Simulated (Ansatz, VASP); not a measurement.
# CdTe: VASP beside Ansatz, part 2 of 2

Wanted: the spread between two codes on one cell, functional and k mesh. The cell is taken from a series of VASP runs on this material, whose earlier steps may have relaxed, scaled or displaced it; both programs get it as it stands.

VASP 6.6.1 and Ansatz 0.2.0.

So far: Starting point; Ansatz: band structure, HSE06, spin-orbit coupling.

### 3. VASP: band structure, HSE06, spin-orbit coupling

Level of this step: HSE06, spin-orbit coupling; plane waves and PAW (Te, Cd) (VASP).

The same cell, functional, mesh and smearing now go to VASP, with its own data sets and cutoff.

Lines of VASP's logs that name or quote its potential files are left out, and so is its time.

The run reads the wave functions of an earlier VASP run, which isn't shown here.

File INCAR:

```
SYSTEM = CdTe
PREC = Accurate
ENCUT = 350
EDIFF = 1E-06
NELM = 100
ISMEAR = 0
SIGMA = 0.03
LREAL = .FALSE.
ALGO = Normal
LHFCALC = .TRUE.
AEXX = 0.25
GGA = PE
HFSCREEN = 0.2
LASPH = .TRUE.
LNONCOLLINEAR = .TRUE.
MAGMOM = 0 0 0 0 0 0
NBANDS = 30
GGA_COMPAT = .FALSE.
LSORBIT = .TRUE.
PRECFOCK = Fast
LORBIT = 11
LWAVE = .FALSE.
LCHARG = .FALSE.
KPAR = 4
```

File POSCAR:

```
CdTe
1.0
    0.0000000000      3.1400000000      3.1400000000
    3.1400000000      0.0000000000      3.1400000000
    3.1400000000      3.1400000000      0.0000000000
Te Cd
1 1
Direct
    0.7500000000      0.7500000000      0.7500000000
    0.0000000000      0.0000000000      0.0000000000
```

File KPOINTS:

```
Automatic mesh
0
Gamma
4 4 4
0 0 0
```

File KPOINTS_OPT:

```
Line mode
10
Line-mode
Reciprocal
  0.00000000   0.00000000   0.00000000 GAMMA
  0.50000000   0.00000000   0.50000000 X

  0.50000000   0.00000000   0.50000000 X
  0.50000000   0.25000000   0.75000000 W

  0.50000000   0.25000000   0.75000000 W
  0.37500000   0.37500000   0.75000000 K

  0.37500000   0.37500000   0.75000000 K
  0.00000000   0.00000000   0.00000000 GAMMA

  0.00000000   0.00000000   0.00000000 GAMMA
  0.50000000   0.50000000   0.50000000 L

  0.50000000   0.50000000   0.50000000 L
  0.62500000   0.25000000   0.62500000 U

  0.62500000   0.25000000   0.62500000 U
  0.50000000   0.25000000   0.75000000 W

  0.50000000   0.25000000   0.75000000 W
  0.50000000   0.50000000   0.50000000 L

  0.50000000   0.50000000   0.50000000 L
  0.37500000   0.37500000   0.75000000 K

  0.62500000   0.25000000   0.62500000 U
  0.50000000   0.00000000   0.50000000 X
```

Potentials, in the order of the species: Te and Cd (PBE family, release 64).

Launch:

```bash
$ mpirun -np 4 vasp_ncl
```

Numbers of over 12 decimals in the logs are rounded to 6 here.

Output:

```text
[banner, memory and clock lines left out]
running    4 mpi-ranks, on    1 nodes
 distrk:  each k-point on    1 cores,    4 groups
 distr:  one band on    1 cores,    1 groups

 POSCAR found type information on POSCAR TeCd
 POSCAR found :  2 types and       2 ions
 LDA part: xc-table for (Slater+PW92), standard interpolation
 found WAVECAR, reading the header
 POSCAR, INCAR and KPOINTS ok, starting setup
 FFT: planning ... GRIDC
 FFT: planning ... GRID_SOFT
 FFT: planning ... GRID
 reading WAVECAR
 the WAVECAR file was read successfully
 initial charge from wavefunction
 entering main loop
       N       E                     dE             d eps       ncg     rms          rms(c)
DAV:   1    -0.594314368671E+01   -0.59431E+01   -0.17784E+00   600   0.130E+01    0.105E+01
DAV:   2    -0.593876522155E+01    0.43785E-02   -0.13145E-01   648   0.473E+00    0.696E+00
DAV:   3    -0.593564026123E+01    0.31250E-02   -0.16766E-02   648   0.155E+00    0.437E+00
DAV:   4    -0.593519062025E+01    0.44964E-03   -0.15150E-03   696   0.372E-01    0.264E+00
DAV:   5    -0.593507684146E+01    0.11378E-03   -0.22129E-04   710   0.112E-01    0.160E+00
DAV:   6    -0.593508188921E+01   -0.50477E-05   -0.52080E-05   690   0.540E-02    0.972E-01
DAV:   7    -0.593509584124E+01   -0.13952E-04   -0.66633E-06   692   0.217E-02    0.585E-01
DAV:   8    -0.593510807190E+01   -0.12231E-04   -0.18757E-06   614   0.120E-02    0.350E-01
DAV:   9    -0.593511641164E+01   -0.83397E-05   -0.87687E-07   576   0.767E-03    0.208E-01
DAV:  10    -0.593512178819E+01   -0.53766E-05   -0.39993E-07   506   0.477E-03    0.124E-01
DAV:  11    -0.593512488385E+01   -0.30957E-05   -0.21167E-07   464   0.332E-03    0.733E-02
DAV:  12    -0.593512669833E+01   -0.18145E-05   -0.94349E-08   446   0.218E-03    0.434E-02
DAV:  13    -0.593512786003E+01   -0.11617E-05   -0.45903E-08   378   0.152E-03    0.257E-02
DAV:  14    -0.593512850661E+01   -0.64658E-06   -0.23347E-08   372   0.109E-03
   1 F= -.59351285E+01 E0= -.59351285E+01  d E =-.558593E-14  mag=    -0.0000    -0.0000    -0.0000
 Start KPOINTS_OPT (optional k-point list driver)
k-point batch [1-10\100]
       N       E                     dE             ncg
DAV:   1     0.400593024978E+03   -0.17590E+04      616
DAV:   2    -0.761265389309E+03   -0.11619E+04      642
DAV:   3    -0.828662070026E+03   -0.67397E+02      714
DAV:   4    -0.830284280913E+03   -0.16222E+01      814
DAV:   5    -0.830302602469E+03   -0.18322E-01      702
DAV:   6    -0.830302932596E+03   -0.33013E-03      812
DAV:   7    -0.830302939224E+03   -0.66284E-05      612
DAV:   8    -0.830302939425E+03   -0.20117E-06      512
[...]
k-point batch [91-100\100]
       N       E                     dE             ncg
DAV:   1     0.269507321045E+03   -0.44448E+04      624
DAV:   2    -0.845348892531E+03   -0.11149E+04      672
DAV:   3    -0.900751630526E+03   -0.55403E+02      734
DAV:   4    -0.901841776456E+03   -0.10901E+01      878
DAV:   5    -0.901850092429E+03   -0.83160E-02      720
DAV:   6    -0.901850153651E+03   -0.61221E-04      838
DAV:   7    -0.901850154503E+03   -0.85201E-06      540
```

Parts of OUTCAR (step 3):

```text
ion  position               nearest neighbor table
   1  0.750  0.750  0.750-   2 2.72   2 2.72   2 2.72   2 2.72
   2  0.000  0.000  0.000-   1 2.72   1 2.72   1 2.72   1 2.72

  LATTYP: Found a face centered cubic cell.
 ALAT       =     6.2800000000

 Subroutine GETGRP returns: Found 24 space group operations
 (whereof 24 operations were pure point group operations)

The static configuration has the point symmetry T_d .

 Found     10 irreducible k-points:

   k-points           NKPTS =     10   k-points in BZ     NKDIM =     64   number of bands    NBANDS=     30

   dimension x,y,z NGX =    28 NGY =   28 NGZ =   28
   dimension x,y,z NGXF=    56 NGYF=   56 NGZF=   56

   ENCUT  =  350.0 eV  25.72 Ry    5.07 a.u.   6.77  6.77  6.77*2*pi/ulx,y,z

   NELECT =      18.0000    total number of electrons

 k-points in reciprocal lattice and weights: Automatic mesh
   0.00000000  0.00000000  0.00000000       0.016
   0.25000000  0.00000000  0.00000000       0.062
  -0.25000000  0.00000000  0.00000000       0.062
   0.50000000  0.00000000  0.00000000       0.062
   0.25000000  0.25000000  0.00000000       0.094
   0.50000000  0.25000000  0.00000000       0.188
   0.50000000 -0.25000000  0.00000000       0.188
  -0.25000000  0.25000000  0.00000000       0.188
   0.50000000  0.50000000  0.00000000       0.047
  -0.25000000  0.50000000  0.25000000       0.094

  exchange ACFDT corr.  =         0.00000000  see jH, gK, PRB 81, 115126

 average (electrostatic) potential at core
       1 -86.7339       2 -31.9525

 E-fermi :   3.1900

 k-point     1 :       0.0000    0.0000    0.0000
  band No.  band energies     occupation
    ...
     14       2.1586      1.00000
     15       3.0392      1.00000
     16       3.0392      1.00000
     17       3.0392      1.00000
     18       3.0392      1.00000
     19       4.6435      0.00000
     20       4.6435      0.00000
     21       7.9267      0.00000
     22       7.9267      0.00000
     23       8.2663      0.00000
    ...

 k-point     2 :       0.2500    0.0000    0.0000
  band No.  band energies     occupation
    ...
     14      -0.4423      1.00000
     15       1.9295      1.00000
     16       1.9295      1.00000
     17       2.4605      1.00000
     18       2.4837      1.00000
     19       5.7342      0.00000
     20       5.7342      0.00000
     21       8.6971      0.00000
     22       8.6971      0.00000
     23       8.8934      0.00000
    ...

 k-point     3 :      -0.2500    0.0000    0.0000
  band No.  band energies     occupation
    ...
     14      -0.4423      1.00000
     15       1.9295      1.00000
     16       1.9295      1.00000
     17       2.4605      1.00000
     18       2.4837      1.00000
     19       5.7342      0.00000
     20       5.7342      0.00000
     21       8.6971      0.00000
     22       8.6971      0.00000
     23       8.8934      0.00000
    ...

  energy-cutoff  :      350.00
  volume of cell :       61.92
      direct lattice vectors                 reciprocal lattice vectors
     0.000000000  3.140000000  3.140000000    -0.159235669  0.159235669  0.159235669
     3.140000000  0.000000000  3.140000000     0.159235669 -0.159235669  0.159235669
     3.140000000  3.140000000  0.000000000     0.159235669  0.159235669 -0.159235669

 POSITION                                       TOTAL-FORCE (eV/Angst)
 -----------------------------------------------------------------------------------
      4.71000      4.71000      4.71000         0.000000      0.000000      0.000000
      0.00000      0.00000      0.00000        -0.000000     -0.000000     -0.000000
 -----------------------------------------------------------------------------------
    total drift:                               -0.000001     -0.000003     -0.000002

  FREE ENERGIE OF THE ION-ELECTRON SYSTEM (eV)
  ---------------------------------------------------
  free  energy   TOTEN  =        -5.9351285066 eV

  energy  without entropy=       -5.9351285066  energy(sigma->0) =       -5.93512851

 Spin-Orbit-Coupling matrix elements
 Ion:    1  E_soc:     -0.1756558
 Ion:    2  E_soc:     -0.0598947

 total charge
# of ion       s       p       d       tot
------------------------------------------
    1        1.303   2.299   0.026   3.627
    2        0.460   0.375   9.558  10.393
--------------------------------------------------
tot          1.763   2.674   9.584  14.021

 magnetization (x)
# of ion       s       p       d       tot
------------------------------------------
    1       -0.000  -0.000  -0.000  -0.000
    2       -0.000   0.000   0.000  -0.000
--------------------------------------------------
tot         -0.000   0.000  -0.000  -0.000

 magnetization (y)
# of ion       s       p       d       tot
------------------------------------------
    1        0.000   0.000   0.000   0.000
    2       -0.000  -0.000   0.000  -0.000
--------------------------------------------------
tot         -0.000  -0.000   0.000  -0.000

 magnetization (z)
# of ion       s       p       d       tot
------------------------------------------
    1       -0.000   0.000   0.000  -0.000
    2       -0.000  -0.000   0.000  -0.000
--------------------------------------------------
tot         -0.000  -0.000   0.000  -0.000

[... 3 further parts left out ...]
```

### 4. Comparison

Known differences besides the potentials themselves: spin-orbit coupling enters by fully relativistic files in Ansatz and inside the spheres in VASP; exact exchange at q = 0 is treated differently, which shows on coarse meshes; VASP keeps PBE cores, Ansatz makes them for the functional; the data sets hold 36 valence electrons in Ansatz (fully relativistic PAW (standard-fr) files) and 18 in VASP; the cutoff is 420 eV in Ansatz and 350 eV in VASP; VASP takes a coarser grid for exact exchange (PRECFOCK = Fast). Total energies have different zeros and are not compared.

Both answers:

```csv
quantity,Ansatz,VASP,difference
gap over the path points (eV),1.692,1.604,+0.087
```

Levels at points of the path, from each program's valence-band top (eV; 7 filled, then empty):

| k (reciprocal lattice) | Ansatz | VASP |
| --- | --- | --- |
| 0.000 0.000 0.000 | -9.78 -0.96 -0.96 0.00 0.00 0.00 0.00 1.69 1.69 4.85 4.85 5.22 5.22 | -9.71 -0.88 -0.88 0.00 0.00 0.00 0.00 1.60 1.60 4.89 4.89 5.23 5.23 |
| 0.500 0.000 0.500 | -9.08 -5.46 -5.46 -2.87 -2.87 -2.51 -2.51 2.77 2.77 3.12 3.12 10.02 10.02 | -9.02 -5.45 -5.45 -2.84 -2.84 -2.50 -2.50 2.77 2.77 3.14 3.14 10.13 10.13 |
| 0.500 0.222 0.722 | -8.90 -5.44 -5.15 -3.55 -3.08 -3.02 -3.02 4.79 4.92 5.11 5.31 6.49 6.63 | -8.85 -5.41 -5.15 -3.50 -3.07 -3.02 -3.01 4.84 4.95 5.13 5.33 6.47 6.61 |
| 0.403 0.347 0.750 | -8.95 -5.46 -5.19 -3.71 -3.40 -2.37 -2.32 3.41 3.44 5.16 5.34 7.89 7.96 | -8.89 -5.43 -5.19 -3.67 -3.40 -2.35 -2.31 3.42 3.45 5.20 5.36 7.90 7.97 |
| 0.125 0.125 0.250 | -9.72 -2.67 -2.57 -1.44 -1.28 -0.46 -0.46 3.12 3.22 4.96 5.05 5.49 5.50 | -9.65 -2.66 -2.56 -1.40 -1.26 -0.45 -0.45 3.08 3.17 4.99 5.07 5.50 5.52 |
| 0.278 0.278 0.278 | -9.69 -3.88 -3.88 -1.24 -1.24 -0.66 -0.64 2.70 2.70 5.67 5.67 5.88 5.89 | -9.62 -3.87 -3.87 -1.20 -1.20 -0.66 -0.64 2.67 2.67 5.70 5.70 5.88 5.89 |
| 0.556 0.389 0.556 | -9.14 -5.57 -5.46 -2.61 -2.44 -1.59 -1.57 3.45 3.52 5.22 5.28 6.48 6.49 | -9.08 -5.55 -5.45 -2.58 -2.43 -1.58 -1.56 3.44 3.51 5.25 5.30 6.49 6.50 |
| 0.583 0.250 0.667 | -8.94 -5.45 -5.18 -3.69 -3.38 -2.47 -2.40 3.59 3.63 5.17 5.35 7.59 7.67 | -8.89 -5.42 -5.18 -3.66 -3.37 -2.45 -2.39 3.60 3.64 5.21 5.38 7.60 7.68 |
| 0.500 0.306 0.694 | -8.95 -5.42 -5.13 -3.62 -3.27 -2.67 -2.55 4.63 4.87 5.17 5.33 6.30 6.40 | -8.89 -5.39 -5.13 -3.58 -3.26 -2.65 -2.54 4.68 4.89 5.19 5.34 6.32 6.41 |
| 0.486 0.486 0.528 | -9.25 -5.69 -5.67 -1.69 -1.64 -1.09 -1.08 2.56 2.60 5.60 5.61 5.79 5.79 | -9.19 -5.68 -5.66 -1.64 -1.60 -1.09 -1.08 2.54 2.57 5.62 5.63 5.80 5.80 |

Among the levels compared at these points, filled levels agree within 80 meV and empty ones within 107 meV.

### 5. What came out

- difference in gap over the path points (band structure, HSE06, spin-orbit coupling): 0.087 eV

In words: The difference in gap over the path points is 0.087 eV (band structure, HSE06, spin-orbit coupling), beyond the 0.08 eV picked in this series as the mark of a large difference. How closely two codes agree says nothing of how well the functional describes the real material.

[Lines on the potential files, build, host, timing and source positions are cut from VASP's logs without a mark.]

[Logs are printed without paths, hosts, clocks, repeated set-up lines and the standing remarks that a program may print on its own settings, such as how far it seeks lower states.]

[Hosts, paths, dates, database ids (printed as entryN), source tags and the programs' standing remarks are cut or masked in the printed files.]
